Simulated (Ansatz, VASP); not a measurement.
# LuNiC2: VASP beside Ansatz, part 2 of 2

One calculation is typed for both programs; each brings its own data sets. How far apart do they land? The cell is taken from a series of runs on this material, whose earlier steps may have relaxed, scaled, displaced or heated it; both programs get it as it stands.

VASP 6.6.1 and Ansatz 0.2.0.

So far: Starting point; Ansatz: relaxation of cell and atoms, BLYP with D3(BJ).

## Step 3: VASP: relaxation of cell and atoms, BLYP with D3(BJ)

Level of this step: BLYP with D3(BJ), no spin polarisation, 4f electrons in the core; plane waves and PAW (Lu_3, Ni, C) (VASP).

The same cell, functional (in two slightly different forms), mesh and smearing now go to VASP, with its own data sets.

Lines of VASP's logs that name or quote its potential files are left out, and so is its time.

The input, INCAR:

```
SYSTEM = LuNiC2
PREC = Accurate
ENCUT = 600
EDIFF = 1E-07
NELM = 120
ISMEAR = 0
SIGMA = 0.1
LREAL = .FALSE.
ALGO = Normal
GGA = B5
ALDAX = 1
AGGAX = 1
AGGAC = 1
ALDAC = 0
IVDW = 12
VDW_S6 = 1
VDW_S8 = 2.6996
VDW_A1 = 0.4298
VDW_A2 = 4.2359
NBANDS = 19
LASPH = .TRUE.
LORBIT = 11
LWAVE = .FALSE.
LCHARG = .FALSE.
ISIF = 3
IBRION = 2
NSW = 80
EDIFFG = -0.005
GGA_COMPAT = .FALSE.
NELMIN = 4
KPAR = 2
```

The input, POSCAR:

```
LuNiC2
1.0
    3.4477030000      0.0000000000      0.0000000000
    0.0000000000      2.2283650000      2.9569990000
    0.0000000000     -2.2283650000      2.9569990000
Lu Ni C
1 1 2
Direct
    0.0000000000      0.9982328367      0.9982328367
    0.5000001450      0.3889052719      0.3889052719
    0.5000001450      0.8530720085      0.5447908247
    0.5000001450      0.5447908247      0.8530720085
```

The input, KPOINTS:

```
Automatic mesh
0
Gamma
10 10 10
0 0 0
```

Potentials, in the order of the species: Lu_3, Ni and C (PBE family, release 64).

Launch:

```bash
$ mpirun -np 2 vasp_std
```

Numbers of over 12 decimals in the logs are rounded to 6 here.

Output:

```text
[banner, memory and clock lines left out]
running    2 mpi-ranks, on    1 nodes
 distrk:  each k-point on    1 cores,    2 groups
 distr:  one band on    1 cores,    1 groups

 POSCAR found type information on POSCAR LuNiC
 POSCAR found :  3 types and       4 ions
|                                                                             |
|               ----> ADVICE to this user running VASP <----                  |
|                                                                             |
|     You enforced a specific xc type in the INCAR file but a different       |
|     [... a line on the potential file left out ...]
|     I HOPE YOU KNOW WHAT YOU ARE DOING!                                     |
|                                                                             |

 LDA part: xc-table for (Slater(with rela. corr.)+VWN5), standard interpolation
 POSCAR, INCAR and KPOINTS ok, starting setup
 FFT: planning ... GRIDC
 FFT: planning ... GRID_SOFT
 FFT: planning ... GRID
 WAVECAR not read
 entering main loop
       N       E                     dE             d eps       ncg     rms          rms(c)
DAV:   1     0.146134871219E+03    0.14613E+03   -0.13469E+04 10529   0.187E+03
DAV:   2    -0.177637789510E+02   -0.16390E+03   -0.15811E+03 11267   0.600E+02
DAV:   3    -0.324534995768E+02   -0.14690E+02   -0.14395E+02 12517   0.145E+02
DAV:   4    -0.328588559632E+02   -0.40536E+00   -0.40236E+00 11658   0.168E+01
DAV:   5    -0.328688534622E+02   -0.99975E-02   -0.99727E-02 11156   0.243E+00    0.339E+01
DAV:   6    -0.410955435037E+02   -0.82267E+01   -0.29153E+02 11500   0.200E+02    0.426E+01
DAV:   7    -0.269015455565E+02    0.14194E+02   -0.32765E+01 10736   0.117E+02    0.138E+01
DAV:   8    -0.267429138342E+02    0.15863E+00   -0.13149E+01 12728   0.543E+01    0.120E+01
DAV:   9    -0.266473429116E+02    0.95571E-01   -0.43153E+00 11938   0.272E+01    0.390E+00
DAV:  10    -0.265994494296E+02    0.47893E-01   -0.24787E-01 14120   0.679E+00    0.158E+00
DAV:  11    -0.265859520712E+02    0.13497E-01   -0.70571E-02 11454   0.385E+00    0.558E-01
DAV:  12    -0.265862259254E+02   -0.27385E-03   -0.54638E-03  9762   0.556E-01    0.126E-01
DAV:  13    -0.265862159449E+02    0.99805E-05   -0.21700E-04 12670   0.168E-01    0.824E-02
DAV:  14    -0.265862124106E+02    0.35344E-05   -0.32796E-05 11814   0.571E-02    0.231E-02
DAV:  15    -0.265862073525E+02    0.50580E-05   -0.26381E-05 12734   0.749E-02    0.950E-03
DAV:  16    -0.265862075550E+02   -0.20245E-06   -0.24561E-06  8173   0.120E-02    0.472E-03
DAV:  17    -0.265862072722E+02    0.28274E-06   -0.51089E-07  9298   0.787E-03    0.122E-03
DAV:  18    -0.265862072823E+02   -0.10081E-07   -0.37575E-08  5109   0.411E-03
   1 F= -.29437341E+02 E0= -.29434441E+02  d E =-.294373E+02
[... from here on, the cycles between the ionic steps are left out ...]
   2 F= -.29436366E+02 E0= -.29433359E+02  d E =0.975093E-03
   3 F= -.29442494E+02 E0= -.29439554E+02  d E =-.515282E-02
   4 F= -.29442466E+02 E0= -.29439345E+02  d E =0.276127E-04
   5 F= -.29445106E+02 E0= -.29442072E+02  d E =-.261224E-02
   6 F= -.29445997E+02 E0= -.29442905E+02  d E =-.891108E-03
   7 F= -.29446021E+02 E0= -.29442919E+02  d E =-.915440E-03
   8 F= -.29446075E+02 E0= -.29442952E+02  d E =-.531554E-04
   9 F= -.29446095E+02 E0= -.29442980E+02  d E =-.738286E-04
  10 F= -.29446102E+02 E0= -.29442977E+02  d E =-.717235E-05
  11 F= -.29446127E+02 E0= -.29443007E+02  d E =-.321762E-04
 curvature:  -0.36 expect dE=-0.130E-04 dE for cont linesearch -0.382E-08
 trial: gam= 0.22750 g(F)=  0.186E-04 g(S)=  0.176E-04 ort =-0.170E-05 (trialstep = 0.703E+00)
 search vector abs. value=  0.495E-04
 bond charge predicted
       N       E                     dE             d eps       ncg     rms          rms(c)
DAV:   1    -0.265906722744E+02   -0.34953E-03   -0.22676E-03 10756   0.110E+00    0.414E-02
DAV:   2    -0.265906862570E+02   -0.13983E-04   -0.38422E-04 10252   0.288E-01    0.456E-02
DAV:   3    -0.265906645893E+02    0.21668E-04   -0.20903E-04 11016   0.219E-01    0.166E-02
DAV:   4    -0.265906615633E+02    0.30260E-05   -0.13003E-05 12744   0.504E-02    0.285E-03
DAV:   5    -0.265906615331E+02    0.30216E-07   -0.96493E-07 12243   0.109E-02
  12 F= -.29446145E+02 E0= -.29443024E+02  d E =-.175899E-04
 trial-energy change:   -0.000018  1 .order   -0.000017   -0.000025   -0.000009
 step:   1.0217(harm=  1.1020)  dis= 0.00094  next Energy=   -29.446147 (dE=-0.197E-04)
 reached required accuracy - stopping structural energy minimisation
```

From OUTCAR (step 3):

```text
ion  position               nearest neighbor table
   1  0.000  0.998  0.998-   3 2.56   4 2.56   3 2.56   4 2.56   4 2.60   3 2.60   4 2.60   3 2.60
                             2 2.88   2 2.88   2 2.89   2 2.89   2 2.89   2 2.89
   2  0.500  0.389  0.389-   4 1.91   3 1.91   3 1.96   4 1.96   1 2.88   1 2.88   1 2.89   1 2.89
                             1 2.89   1 2.89
   3  0.500  0.853  0.545-   4 1.37   2 1.91   2 1.96   1 2.56   1 2.56   1 2.60   1 2.60
   4  0.500  0.545  0.853-   3 1.37   2 1.91   2 1.96   1 2.56   1 2.56   1 2.60   1 2.60

  LATTYP: Found a base centered orthorhombic cell.
 ALAT       =     4.4567300000
 B/A-ratio  =     1.3269814416
 C/A-ratio  =     0.7735947657

 Subroutine GETGRP returns: Found  4 space group operations
 (whereof  4 operations were pure point group operations)

The static configuration has the point symmetry C_2v.

 Found    186 irreducible k-points:

   k-points           NKPTS =    186   k-points in BZ     NKDIM =    186   number of bands    NBANDS=     19

   dimension x,y,z NGX =    28 NGY =   30 NGZ =   30
   dimension x,y,z NGXF=    56 NGYF=   60 NGZF=   60

   ENCUT  =  600.0 eV  44.10 Ry    6.64 a.u.   6.89  7.40  7.40*2*pi/ulx,y,z

   NELECT =      27.0000    total number of electrons

 k-points in reciprocal lattice and weights: Automatic mesh
   0.00000000  0.00000000  0.00000000       0.001
   0.10000000  0.00000000  0.00000000       0.002
   0.20000000  0.00000000  0.00000000       0.002
   0.30000000  0.00000000  0.00000000       0.002
   0.40000000  0.00000000  0.00000000       0.002
   0.50000000  0.00000000  0.00000000       0.001
   0.00000000  0.10000000  0.00000000       0.004
   0.10000000  0.10000000  0.00000000       0.008
   0.20000000  0.10000000  0.00000000       0.008
[...]
0.40000000  0.50000000  0.50000000       0.002
   0.50000000  0.50000000  0.50000000       0.001

 Edisp (eV)   -2.85580

 average (electrostatic) potential at core
       1 -28.3748       2 -84.8478       3 -47.9234       4 -47.9234

 E-fermi :   7.5492

 k-point     1 :       0.0000    0.0000    0.0000
  band No.  band energies     occupation
    ...
      9       3.8301      2.00000
     10       4.7312      2.00000
     11       5.0482      2.00000
     12       5.2835      2.00000
     13       6.0381      2.00000
     14       7.8247      0.00010
     15       8.0902      0.00000
     16       9.5836      0.00000
     17      11.4207      0.00000
     18      11.6724      0.00000
    ...

 k-point     2 :       0.1000    0.0000    0.0000
  band No.  band energies     occupation
    ...
      9       4.2899      2.00000
     10       4.6941      2.00000
     11       5.0043      2.00000
     12       5.1893      2.00000
     13       6.1009      2.00000
     14       7.7054      0.02722
     15       8.3299      0.00000
     16       9.2755      0.00000
     17      10.8005      0.00000
     18      12.1411      0.00000
    ...

 k-point     3 :       0.2000    0.0000    0.0000
  band No.  band energies     occupation
    ...
     10       4.7055      2.00000
     11       4.9671      2.00000
     12       4.9922      2.00000
     13       6.2557      2.00000
     14       7.4865      1.62477
     15       8.5266      0.00000
     16       8.9495      0.00000
     17      10.4100      0.00000
     18      12.7769      0.00000
     19      12.9982      0.00000

 Edisp (eV)   -2.85548

  Total      -0.00051    -0.01483     0.00961     0.00000     0.00000     0.00000
  in kB      -0.01783    -0.52354     0.33942     0.00000     0.00000     0.00000
  external pressure =       -0.07 kB  Pullay stress =        0.00 kB

  energy-cutoff  :      600.00
  volume of cell :       45.38
      direct lattice vectors                 reciprocal lattice vectors
     3.409314493  0.000000000  0.000000000     0.293314096  0.000000000  0.000000000
     0.000000000  2.233486941  2.980105035     0.000000000  0.223865200  0.167779321
     0.000000000 -2.233486941  2.980105035     0.000000000 -0.223865200  0.167779321

 POSITION                                       TOTAL-FORCE (eV/Angst)
 -----------------------------------------------------------------------------------
      0.00000      0.00000      0.00065         0.000000      0.000000      0.002770
      1.70466      0.00000      2.30949         0.000000      0.000000     -0.004565
      1.70466      0.68180      4.16442         0.000000      0.001585      0.000898
      1.70466     -0.68180      4.16442         0.000000     -0.001585      0.000898
 -----------------------------------------------------------------------------------
    total drift:                               -0.000530     -0.000000     -0.000353

  FREE ENERGIE OF THE ION-ELECTRON SYSTEM (eV)
  ---------------------------------------------------
  free  energy   TOTEN  =       -29.4461450520 eV

  energy  without entropy=      -29.4399027790  energy(sigma->0) =      -29.44302392

 reached required accuracy - stopping structural energy minimisation

 total charge
# of ion       s       p       d       tot
------------------------------------------
    1        0.344   6.668   1.153   8.165
    2        0.531   0.740   8.480   9.751
    3        0.871   1.643   0.000   2.513
    4        0.871   1.643   0.000   2.513
--------------------------------------------------
tot          2.615  10.694   9.633  22.943

[... 3 further parts left out ...]
```

CONTCAR:

```
LuNiC2
   1.00000000000000
     3.4093144928015766    0.0000000000000000    0.0000000000000000
     0.0000000000000000    2.2334869410501894    2.9801050349677509
     0.0000000000000000   -2.2334869410501894    2.9801050349677509
  Lu              Ni              C
     1     1     2
Direct
     0.0000000000000000    0.0001082530156140    0.0001082530156140
     0.5000001450000013    0.3874854891181780    0.3874854891181780
     0.5000001450000013    0.8513350819185337    0.5460721177476743
     0.5000001450000013    0.5460721177476743    0.8513350819185337
```

The data set Lu_3 holds the 4f electrons frozen in the core, so no f bands or f moments appear. This run has no spin polarisation, so a moment on Ni, if there is one, isn't seen. Its electron count is odd, so without a moment it is a metal by construction. Dispersion corrections of this kind ignore metallic screening and tend to overbind metals.

## Step 4: Comparison

Known differences besides the potentials themselves: the data sets hold 51 valence electrons in Ansatz (on its default PAW (the set named soft_2) files) and 27 in VASP; the cutoff is 420 eV in Ansatz and 600 eV in VASP; Ansatz makes its cores anew for this functional, VASP keeps those of its PBE data sets; VASP's log shows a relativistic correction to its local exchange, Ansatz's none; Ansatz adds a Pulay correction to the stress that steers its cell, VASP none. Total energies have different zeros and are not compared.

Both answers:

```
                                         quantity  Ansatz   VASP  difference
                                      volume (Å³)   45.56  45.38     +0.38 %
edge a after relaxation, in the typed setting (Å)   3.423  3.409     +0.41 %
edge b after relaxation, in the typed setting (Å)   3.724  3.724     +0.00 %
```

## Step 5: What came out

```json
{
 "difference in edge a after relaxation, in the typed setting (relaxation of cell and atoms, BLYP with D3(BJ))": "0.41 %"
}
```

**Reading.** The difference in edge a after relaxation, in the typed setting is 0.41 % (relaxation of cell and atoms, BLYP with D3(BJ)), within the 1.2 % picked in this series as the mark of a large difference, as far as the stopping tolerances let one tell. The data sets hold unlike numbers of valence electrons (51 in Ansatz and 27 in VASP), so part of the differences comes from the potentials. How closely two codes agree says nothing of how well the functional describes the real material.

[Lines on the potential files, build, host, timing and source positions are cut from VASP's logs without a mark.]

[Logs are printed without paths, hosts, clocks, repeated set-up lines and the standing remarks that a program may print on its own settings, such as how far it seeks lower states.]

[Hosts, paths, dates, database ids (printed as entryN), source tags and the programs' standing remarks are cut or masked in the printed files.]
